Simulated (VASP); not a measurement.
# Ni (Fm-3m) in VASP: a series of runs, part 2 of 2

VASP 6.6.1.

## (3) Relaxation of cell and atoms, PBE, collinear spin, ferromagnetic start

This run uses another cell than the first one, of 10.91 Å³/atom, 0.997 times its volume.

INCAR

```
SYSTEM = Ni
ALGO = Normal
EDIFF = 1E-7
EDIFFG = -0.002
ENCUT = 520
GGA = PE
IBRION = 2
ISIF = 3
ISMEAR = 0
ISPIN = 2
LASPH = .True.
LCHARG = .False.
LMAXMIX = 4
LORBIT = 11
LREAL = .False.
LWAVE = .False.
MAGMOM = 0.8
NELM = 150
NSW = 80
PREC = Accurate
SIGMA = 0.1
```

KPOINTS

```
k-points
0
Gamma
  12 12 12
  0 0 0
```

POSCAR

```
Ni                                      
1.0
   -0.0000000000      1.7602192862      1.7602192862
    1.7602192862      0.0000000000      1.7602192862
    1.7602192862      1.7602192862      0.0000000000
  Ni            
     1
Direct
     0.0000000000000000    0.0000000000000000    0.0000000000000000
```

Potentials or basis: VASP PAW PBE potentials, release 64 (Ni).

Launch:

```bash
$ cat potpaw_PBE.64/Ni/POTCAR > POTCAR
$ mpirun -np 1 vasp_std > vasp.out
```

OUTCAR:

```text
SYSTEM = Ni
   EDIFF = 1E-7
   EDIFFG = -0.002
   ENCUT = 520
   GGA = PE
   IBRION = 2
   ISIF = 3
   ISMEAR = 0
   ISPIN = 2
   LASPH = .True.
   LORBIT = 11
   LREAL = .False.
   NELM = 150
   NSW = 80
   PREC = Accurate

 ion  position               nearest neighbor table
   1  0.000  0.000  0.000-

  LATTYP: Found a face centered cubic cell.
 ALAT       =     3.5204385724

  Lattice vectors:

 A1 = (   0.0000000000,   1.7602192862,   1.7602192862)
 A2 = (   1.7602192862,   0.0000000000,   1.7602192862)
 A3 = (   1.7602192862,   1.7602192862,   0.0000000000)

Analysis of symmetry for initial positions (statically):
=====================================================================
 Subroutine PRICEL returns:
 Original cell was already a primitive cell.

 Routine SETGRP: Setting up the symmetry group for a
 face centered cubic supercell.

 Subroutine GETGRP returns: Found 48 space group operations
 (whereof 48 operations were pure point group operations)
 out of a pool of 48 trial point group operations.

The static configuration has the point symmetry O_h .

Analysis of symmetry for dynamics (positions and initial velocities):
=====================================================================
 Subroutine PRICEL returns:
 Original cell was already a primitive cell.

 Routine SETGRP: Setting up the symmetry group for a
 face centered cubic supercell.

 Subroutine GETGRP returns: Found 48 space group operations
 (whereof 48 operations were pure point group operations)
 out of a pool of 48 trial point group operations.

The dynamic configuration has the point symmetry O_h .

Analysis of structural, dynamic, and magnetic symmetry:
=====================================================================
 Subroutine PRICEL returns:
 Original cell was already a primitive cell.

 Routine SETGRP: Setting up the symmetry group for a
 face centered cubic supercell.

 Subroutine GETGRP returns: Found 48 space group operations
 (whereof 48 operations were pure point group operations)
 out of a pool of 48 trial point group operations.

The overall configuration has the point symmetry O_h .

 Subroutine INISYM returns: Found 48 space group operations
 (whereof 48 operations are pure point group operations),
 and found     1 'primitive' translations

----------------------------------------------------------------------------------------

                                     Primitive cell

  volume of cell :      10.9076

  direct lattice vectors                    reciprocal lattice vectors
     0.000000000  1.760219286  1.760219286    -0.284055517  0.284055517  0.284055517
     1.760219286  0.000000000  1.760219286     0.284055517 -0.284055517  0.284055517
     1.760219286  1.760219286  0.000000000     0.284055517  0.284055517 -0.284055517

  length of vectors
     2.489325987  2.489325987  2.489325987     0.491998588  0.491998588  0.491998588

  position of ions in fractional coordinates (direct lattice)
     0.000000000  0.000000000  0.000000000

  ion indices of the primitive-cell ions
   primitive index   ion index
                 1           1

----------------------------------------------------------------------------------------

 KPOINTS: k-points

Automatic generation of k-mesh.
[... 126 lines left out ...]
  external PRESSURE =       0.3406893 kB  Pullay stress =       0.0000000 kB

 VOLUME and BASIS-vectors are now :
 -----------------------------------------------------------------------------
  energy-cutoff  :      520.00
  volume of cell :       10.91
      direct lattice vectors                 reciprocal lattice vectors
     0.000000000  1.760219286  1.760219286    -0.284055517  0.284055517  0.284055517
     1.760219286  0.000000000  1.760219286     0.284055517 -0.284055517  0.284055517
     1.760219286  1.760219286  0.000000000     0.284055517  0.284055517 -0.284055517

 POSITION                                       TOTAL-FORCE (eV/Angst)
 -----------------------------------------------------------------------------------
      0.00000      0.00000      0.00000        -0.000000      0.000000     -0.000000
 -----------------------------------------------------------------------------------
    total drift:                               -0.000000     -0.000000     -0.000000

  FREE ENERGIE OF THE ION-ELECTRON SYSTEM (eV)
  ---------------------------------------------------
  free  energy   TOTEN  =        -5.4737042050 eV

  energy  without entropy=       -5.4650947342  energy(sigma->0) =       -5.46939947

--------------------------------------- Ionic step        2  -------------------------------------------

 number of electron      10.0000010 magnetization       0.6811062

 Free energy of the ion-electron system (eV)
  ---------------------------------------------------
  ext. energy  EPLUGINS =         0.00000000
  ---------------------------------------------------
  free energy    TOTEN  =        -5.47370355 eV

  energy without entropy =       -5.46509637  energy(sigma->0) =       -5.46939996

 E-fermi :   9.3337     XC(G=0): -13.2400

 val. band max:        9.3255990173   @ k =  -0.1667   0.1667   0.0000
 cond. band min:       9.3557787650   @ k =   0.5000   0.1667   0.0833
 fundamental gap:      0.0301797477
 Fermi energy:         9.3337479960

 spin component 1

 k-point     1 :       0.0000    0.0000    0.0000
  band No.  band energies     occupation
      1       0.3447      1.00000
      2       6.8649      1.00000
      3       6.8649      1.00000
      4       6.8649      1.00000
      5       8.0427      1.00000
      6       8.0427      1.00000
      7      33.0405      0.00000
      8      36.8710      0.00000
      9      36.8710      0.00000
[... 265 lines left out ...]
 k-point    24 :      -0.4167    0.1667    0.0000
  band No.  band energies     occupation
      1       5.0367      1.00000
      2       6.4995      1.00000
      3       7.0816      1.00000
      4       7.2627      1.00000
      5       8.5504      1.00000
      6      11.4962      0.00000
      7      15.4518      0.00000
      8      26.0394      0.00000
      9      30.8029      0.00000

 [... further k-points ...]

 spin component 2

 k-point     1 :       0.0000    0.0000    0.0000
  band No.  band energies     occupation
      1       0.3111      1.00000
      2       7.6813      1.00000
      3       7.6813      1.00000
      4       7.6813      1.00000
      5       8.6801      1.00000
      6       8.6801      1.00000
      7      32.8667      0.00000
      8      36.8565      0.00000
      9      36.8565      0.00000
[... 265 lines left out ...]
 k-point    24 :      -0.4167    0.1667    0.0000
  band No.  band energies     occupation
      1       5.5416      1.00000
      2       6.9950      1.00000
      3       7.6700      1.00000
      4       7.9308      1.00000
      5       9.3820      0.24772
      6      11.8374      0.00000
      7      15.8348      0.00000
      8      26.1201      0.00000
      9      30.8860      0.00000

 [... further k-points ...]

------------------------ aborting loop because EDIFF is reached ----------------------------------------

  FORCE on cell =-STRESS in cart. coord.  units (eV):
  Direction    XX          YY          ZZ          XY          YZ          ZX
  --------------------------------------------------------------------------------------
  -------------------------------------------------------------------------------------
  Total       -0.0018680     -0.0018680     -0.0018680      0.0000000      0.0000000      0.0000000
  in kB       -0.2742947     -0.2742947     -0.2742947      0.0000000      0.0000000      0.0000000
  external PRESSURE =      -0.2742947 kB  Pullay stress =       0.0000000 kB

 VOLUME and BASIS-vectors are now :
 -----------------------------------------------------------------------------
  energy-cutoff  :      520.00
  volume of cell :       10.91
      direct lattice vectors                 reciprocal lattice vectors
     0.000000000  1.760416245  1.760416245    -0.284023737  0.284023737  0.284023737
     1.760416245  0.000000000  1.760416245     0.284023737 -0.284023737  0.284023737
     1.760416245  1.760416245  0.000000000     0.284023737  0.284023737 -0.284023737

 POSITION                                       TOTAL-FORCE (eV/Angst)
 -----------------------------------------------------------------------------------
      1.76042      0.00000      1.76042         0.000000     -0.000000     -0.000000
 -----------------------------------------------------------------------------------
    total drift:                               -0.000000     -0.000000     -0.000000

  FREE ENERGIE OF THE ION-ELECTRON SYSTEM (eV)
  ---------------------------------------------------
  free  energy   TOTEN  =        -5.4737035549 eV

  energy  without entropy=       -5.4650963665  energy(sigma->0) =       -5.46939996

 reached required accuracy - stopping structural energy minimisation

 total charge

# of ion       s       p       d       tot
------------------------------------------
    1        0.498   0.497   8.308   9.304

 magnetization (x)

# of ion       s       p       d       tot
------------------------------------------
    1       -0.006  -0.026   0.725   0.694
```

OSZICAR:

```text
N       E                     dE             d eps       ncg     rms          rms(c)
DAV:   1     0.228446241053E+02    0.22845E+02   -0.48071E+03  2648   0.141E+03
DAV:   2    -0.608310484581E+01   -0.28928E+02   -0.27740E+02  2619   0.165E+02
[... 13 lines left out ...]
       N       E                     dE             d eps       ncg     rms          rms(c)
DAV:   1    -0.547372461683E+01   -0.20388E-04   -0.32986E-04  2706   0.312E-01    0.383E-02
DAV:   2    -0.547371026297E+01    0.14354E-04   -0.31830E-04  2714   0.272E-01    0.215E-02
DAV:   3    -0.547370397591E+01    0.62871E-05   -0.48686E-05  2682   0.112E-01    0.625E-03
DAV:   4    -0.547370360690E+01    0.36902E-06   -0.24648E-07  2603   0.486E-03    0.351E-03
DAV:   5    -0.547370355487E+01    0.52023E-07   -0.12885E-07  1407   0.303E-03
   2 F= -.54737036E+01 E0= -.54694000E+01  d E =0.650101E-06  mag=     0.6811
```

CONTCAR:

```text
Ni
   1.00000000000000
     0.0000000000000000    1.7604162453821481    1.7604162453821481
     1.7604162453821481    0.0000000000000000    1.7604162453821481
     1.7604162453821481    1.7604162453821481    0.0000000000000000
  Ni
     1
Direct
     0.0000000000000000    1.0000000000000000    0.0000000000000000

  0.00000000E+00  0.00000000E+00  0.00000000E+00
```

Run time: 23 s. Hardware: 1 thread of AMD EPYC 7R13 (Zen 3), shared host; peak memory 0.1 GiB.

Results:

- Free energy: -5.4737 eV
- Relaxed volume: 10.91 Å³/atom
- Relaxed cell: a = 2.490 Å, b = 2.490 Å, c = 2.490 Å, α = 60.00°, β = 60.00°, γ = 60.00°
- Space group after relaxing (to 0.05 Å): Fm-3m (No. 225)
- Energy gained by relaxing: 0.0 meV/atom
- Ionic steps: 2
- Pressure after relaxing: 0.0 GPa
- Band gap on the k mesh: none (metal or under the smearing width)
- Net moment: 0.68 μB per cell
- Site moments: Ni +0.69 μB
- Valence electrons inside the program's atomic spheres: Ni 9.30

Final structure:
```xyz
1
Lattice="0.0000 1.7604 1.7604 1.7604 0.0000 1.7604 1.7604 1.7604 0.0000" Properties=species:S:1:pos:R:3 pbc="T T T"
Ni    1.7604    0.0000    1.7604
```

Levels at points of the mesh, in eV from the Fermi level:
Spin up:
```
           k point  band 3  band 4  band 5  band 6  band 7  band 8
(0.00, 0.00, 0.00)   -2.47   -2.47   -1.29   -1.29   23.71   27.54
(0.50, 0.00, 0.00)   -2.44   -0.65   -0.65   -0.28    5.62   22.20
(0.50, 0.50, 0.00)   -0.59   -0.52   -0.52    2.45    9.18   14.80
```
Spin down:
| k point | band 1 | band 2 | band 3 | band 4 | band 5 | band 6 | band 7 | band 8 |
| --- | --- | --- | --- | --- | --- | --- | --- | --- |
| (0.00, 0.00, 0.00) | -9.02 | -1.65 | -1.65 | -1.65 | -0.65 | -0.65 | 23.53 | 27.52 |
| (0.50, 0.00, 0.00) | -4.37 | -1.77 | -1.77 | -0.35 | 0.17 | 0.17 | 6.08 | 22.05 |
| (0.50, 0.50, 0.00) | -4.27 | -3.55 | 0.08 | 0.41 | 0.41 | 2.41 | 9.45 | 14.81 |
